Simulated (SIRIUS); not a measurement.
Crystal: Al.

```
Al
1.0
     0.00000    2.02481    2.02481
     2.02481    0.00000    2.02481
     2.02481    2.02481    0.00000
Al
1
Direct
  0.00000 0.00000 0.00000
```

Base run:

```yaml
Program: SIRIUS 7.10.0
Functional: BPBE
Potentials_or_basis: PseudoDojo 0.4.1 PBE standard (scalar relativistic)
Cutoff: 557 eV
Density_cutoff: 2229 eV
k_mesh: 11 × 11 × 11
Occupations: fermi-dirac, width 0.05 eV
Spin: no spin polarisation
```

Its results: pressure 0.0 GPa.

Q: The run is repeated on the same cell with these changes: functional from BPBE to PBE; libxc names from ["XC_GGA_X_B88", "XC_GGA_C_PBE"] to ["XC_GGA_X_PBE", "XC_GGA_C_PBE"]. What comes out?

A: Pressure -0.7 GPa.

Caveats: the potentials were made for another functional, which shifts forces and pressure (some runs).

Not every run made on this cell is shown here.
